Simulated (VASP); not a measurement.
# Ca (Fm-3m) in VASP: settings compared, part 2 of 2

VASP 6.6.1. The steps go on from the part before.

## Step 3: Single point, LDA

This run uses another cell than the first one, of 42.25 Å³/atom, 0.968 times its volume.

INCAR

```
PREC = Accurate
ENCUT = 450
EDIFF = 1E-6
ISMEAR = 1
SIGMA = 0.1
LREAL = False
LASPH = True
NELM = 120
ALGO = Fast
ISIF = 2
LWAVE = False
LCHARG = False
KPAR = 4
```

KPOINTS

```
Automatic mesh
0
Gamma
  13 13 13
```

POSCAR

```
Ca                                      
1.0
   -0.0000000000      2.7643065914      2.7643065914
    2.7643065914     -0.0000000000      2.7643065914
    2.7643065914      2.7643065914      0.0000000000
  Ca            
     1
Direct
     0.0000000000000000    0.0000000000000000    0.0000000000000000
```

Potentials or basis: VASP PAW LDA potentials, release 64 (Ca_sv).

On the command line:

```bash
$ cat potpaw_LDA.64/Ca_sv/POTCAR > POTCAR
$ mpirun -np 4 vasp_std > vasp.out
```

Wall time 9.6 s (4 MPI ranks of Intel Xeon Platinum 8375C at 2.90GHz (Ice Lake), shared host); peak memory 0.14 GiB.

It converged, with:

| Item | Value |
| --- | --- |
| Free energy | -2.1804 eV |
| Pressure | -1.7 GPa |
| Band gap on the k mesh | none (metal or under the smearing width) |

Levels at points of the mesh, in eV from the Fermi level:
| k point | band 1 | band 2 | band 3 | band 4 | band 5 | band 6 | band 7 | band 8 | band 9 |
| --- | --- | --- | --- | --- | --- | --- | --- | --- | --- |
| (0.00, 0.00, 0.00) | -41.58 | -22.78 | -22.78 | -22.78 | -4.02 | 2.20 | 2.20 | 2.20 | 3.26 |

## Step 4: Single point, PBE

This run uses another cell than the first one, of 42.25 Å³/atom, 0.968 times its volume.

INCAR, as its differences from that of step 3:

```diff
@@ -12,2 +12,3 @@
 LCHARG = False
+GGA = PE
 KPAR = 4
```

KPOINTS is that of step 3.

POSCAR is that of step 3.

Potentials or basis: VASP PAW PBE potentials, release 64 (Ca_sv).

On the command line:

```bash
$ cat potpaw_PBE.64/Ca_sv/POTCAR > POTCAR
$ mpirun -np 4 vasp_std > vasp.out
```

OUTCAR:

```text
PREC = Accurate
   ENCUT = 450
   EDIFF = 1E-6
   ISMEAR = 1
   LREAL = False
   LASPH = True
   NELM = 120
   ISIF = 2
   GGA = PE

 ion  position               nearest neighbor table
   1  0.000  0.000  0.000-

  LATTYP: Found a face centered cubic cell.
 ALAT       =     5.5286131828

  Lattice vectors:

 A1 = (   0.0000000000,   2.7643065914,   2.7643065914)
 A2 = (   2.7643065914,   0.0000000000,   2.7643065914)
 A3 = (   2.7643065914,   2.7643065914,   0.0000000000)

Analysis of symmetry for initial positions (statically):
=====================================================================
 Subroutine PRICEL returns:
 Original cell was already a primitive cell.

 Routine SETGRP: Setting up the symmetry group for a
 face centered cubic supercell.

 Subroutine GETGRP returns: Found 48 space group operations
 (whereof 48 operations were pure point group operations)
 out of a pool of 48 trial point group operations.

The static configuration has the point symmetry O_h .

Analysis of symmetry for dynamics (positions and initial velocities):
=====================================================================
 Subroutine PRICEL returns:
 Original cell was already a primitive cell.

 Routine SETGRP: Setting up the symmetry group for a
 face centered cubic supercell.

 Subroutine GETGRP returns: Found 48 space group operations
 (whereof 48 operations were pure point group operations)
 out of a pool of 48 trial point group operations.

The dynamic configuration has the point symmetry O_h .

 Subroutine INISYM returns: Found 48 space group operations
 (whereof 48 operations are pure point group operations),
 and found     1 'primitive' translations

----------------------------------------------------------------------------------------

                                     Primitive cell

  volume of cell :      42.2463

[... 111 lines left out ...]
   GGA     = PE    functional components
   LHFCALC =     F    Hartree Fock is set to
   AEXX    =    0.0000 exact exchange contribution
   IVDW    =     0    specifies the selected vdW correction
   LEPSILON=     F    determine dielectric tensor
   LRPA    =     F    only Hartree local field effects (RPA)
 non-spin polarized calculation
 RMM-DIIS sequential band-by-band and
 Methfessel and Paxton  Order N= 1 SIGMA  =   0.10
  energy-cutoff  :      450.00
  volume of cell :       42.25
 maximum number of plane-waves:       941
   NGX = 13   NGY = 13   NGZ = 13

 number of electron      10.0000000 magnetization

 number of electron       9.9999999 magnetization

 Free energy of the ion-electron system (eV)
  ---------------------------------------------------
  ext. energy  EPLUGINS =         0.00000000
  ---------------------------------------------------
  free energy    TOTEN  =        -1.92872370 eV

  energy without entropy =       -1.92821558  energy(sigma->0) =       -1.92855432

 E-fermi :   1.9528     XC(G=0):  -7.7329

 val. band max:        1.9371818900   @ k =  -0.3846   0.3846   0.0000
 cond. band min:       1.9778109124   @ k =  -0.4615   0.1538   0.0769
 fundamental gap:      0.0406290223
 Fermi energy:         1.9527911154

 k-point     1 :       0.0000    0.0000    0.0000
  band No.  band energies     occupation
      1     -40.0703      2.00000
      2     -20.9867      2.00000
      3     -20.9867      2.00000
      4     -20.9867      2.00000
      5      -2.0686      2.00000
      6       4.2884      0.00000
      7       4.2884      0.00000
      8       4.2884      0.00000
      9       5.3558      0.00000
[... 265 lines left out ...]
 k-point    24 :       0.4615    0.1538    0.0000
  band No.  band energies     occupation
      1     -40.0564      2.00000
      2     -21.1066      2.00000
      3     -21.0205      2.00000
      4     -21.0129      2.00000
      5       0.6801      2.00000
      6       2.3404     -0.00000
      7       3.8138     -0.00000
      8       4.4705      0.00000
      9       6.0277      0.00000

 [... further k-points ...]

------------------------ aborting loop because EDIFF is reached ----------------------------------------

  FORCE on cell =-STRESS in cart. coord.  units (eV):
  Direction    XX          YY          ZZ          XY          YZ          ZX
  --------------------------------------------------------------------------------------
  -------------------------------------------------------------------------------------
  Total       -0.0061761     -0.0061761     -0.0061761      0.0000000     -0.0000000     -0.0000000
  in kB       -0.2342277     -0.2342277     -0.2342277      0.0000000     -0.0000000     -0.0000000
  external PRESSURE =      -0.2342277 kB  Pullay stress =       0.0000000 kB

 VOLUME and BASIS-vectors are now :
 -----------------------------------------------------------------------------
  energy-cutoff  :      450.00
  volume of cell :       42.25
      direct lattice vectors                 reciprocal lattice vectors
     0.000000000  2.764306591  2.764306591    -0.180877187  0.180877187  0.180877187
     2.764306591  0.000000000  2.764306591     0.180877187 -0.180877187  0.180877187
     2.764306591  2.764306591  0.000000000     0.180877187  0.180877187 -0.180877187

 POSITION                                       TOTAL-FORCE (eV/Angst)
 -----------------------------------------------------------------------------------
      0.00000      0.00000      0.00000         0.000000      0.000000      0.000000
 -----------------------------------------------------------------------------------
    total drift:                               -0.000000     -0.000000     -0.000000

  FREE ENERGIE OF THE ION-ELECTRON SYSTEM (eV)
  ---------------------------------------------------
  free  energy   TOTEN  =        -1.9287236972 eV

  energy  without entropy=       -1.9282155780  energy(sigma->0) =       -1.92855432
```

Run time: 8.9 s. Hardware: 4 MPI ranks of Intel Xeon Platinum 8375C at 2.90GHz (Ice Lake), shared host; peak memory 0.15 GiB.

Results:

```
Free energy            : -1.9287 eV
Pressure               : 0.0 GPa
Band gap on the k mesh : none (metal or under the smearing width)
```

## Step 5: Single point, PBEsol

This run uses another cell than the first one, of 42.25 Å³/atom, 0.968 times its volume.

INCAR, as its differences from that of step 4:

```diff
@@ -12,3 +12,3 @@
 LCHARG = False
-GGA = PE
+GGA = PS
 KPAR = 4
```

KPOINTS is that of step 4.

POSCAR is that of step 4.

On the command line:

```bash
$ cat potpaw_PBE.64/Ca_sv/POTCAR > POTCAR
$ mpirun -np 4 vasp_std > vasp.out
```

Run time: 9.5 s. Hardware: 4 MPI ranks of Intel Xeon Platinum 8375C at 2.90GHz (Ice Lake), shared host; peak memory 0.15 GiB.

It converged, with:

- Free energy: -2.1291 eV
- Pressure: -0.7 GPa
- Band gap on the k mesh: none (metal or under the smearing width)

Levels at points of the mesh, in eV from the Fermi level:
| k point | band 3 | band 4 | band 5 | band 6 | band 7 | band 8 |
| --- | --- | --- | --- | --- | --- | --- |
| (0.00, 0.00, 0.00) | -22.84 | -22.84 | -4.03 | 2.33 | 2.33 | 2.33 |

Caveat: the PAW data sets were made with another functional, which shifts forces and pressure a little.

## Step 6: Single point, r2SCAN

This run uses another cell than the first one, of 42.25 Å³/atom, 0.968 times its volume.

INCAR, as its differences from that of step 5:

```diff
@@ -8,3 +8,3 @@
 NELM = 120
-ALGO = Fast
+ALGO = Normal
 ISIF = 2
@@ -12,3 +12,4 @@
 LCHARG = False
-GGA = PS
+METAGGA = R2SCAN
+LMIXTAU = True
 KPAR = 4
```

KPOINTS is that of step 5.

POSCAR is that of step 5.

Potentials or basis: VASP PAW PBE potentials, release 64 (Ca_sv).

On the command line:

```bash
$ cat potpaw_PBE.64/Ca_sv/POTCAR > POTCAR
$ mpirun -np 4 vasp_std > vasp.out
```

It took 38 s on 4 MPI ranks of Intel Xeon Platinum 8375C at 2.90GHz (Ice Lake), shared host; peak memory 0.16 GiB.

It converged, with:

- Free energy: -7.0284 eV
- Pressure: 0.4 GPa
- Band gap on the k mesh: none (metal or under the smearing width)

Levels at points of the mesh, in eV from the Fermi level:
```tsv
k point	band 1	band 2	band 3	band 4	band 5	band 6	band 7	band 8	band 9
(0.00, 0.00, 0.00)	-43.77	-23.80	-23.80	-23.80	-4.28	2.72	2.72	2.72	3.84
```

Caveat: the PAW data sets were made with another functional, which shifts forces and pressure a little.

## Step 7: Summary

| task | level | potentials or basis | cell | cutoff (eV) | gap on the mesh (eV) | pressure (GPa) |
| --- | --- | --- | --- | --- | --- | --- |
| relaxation of cell and atoms | PBE | VASP PAW PBE potentials, release 64 (Ca_sv) | relaxed | 600 | none | 0.0 |
| single point | LDA | VASP PAW LDA potentials, release 64 (Ca_sv) | Fm-3m, 42.25 Å³/atom | 450 | none | -1.7 |
| single point | PBE | VASP PAW PBE potentials, release 64 (Ca_sv) | Fm-3m, 42.25 Å³/atom | 450 | none | 0.0 |
| single point | PBEsol | VASP PAW PBE potentials, release 64 (Ca_sv) | Fm-3m, 42.25 Å³/atom | 450 | none | -0.7 |
| single point | r2SCAN | VASP PAW PBE potentials, release 64 (Ca_sv) | Fm-3m, 42.25 Å³/atom | 450 | none | 0.4 |

Alike in all rows: no spin polarisation; k mesh 13 × 13 × 13; smearing methfessel-paxton 0.1 eV.

Caveats: the PAW data sets were made with another functional, which shifts forces and pressure a little (some runs).

Absolute energies hang on the potentials; compare differences alone.
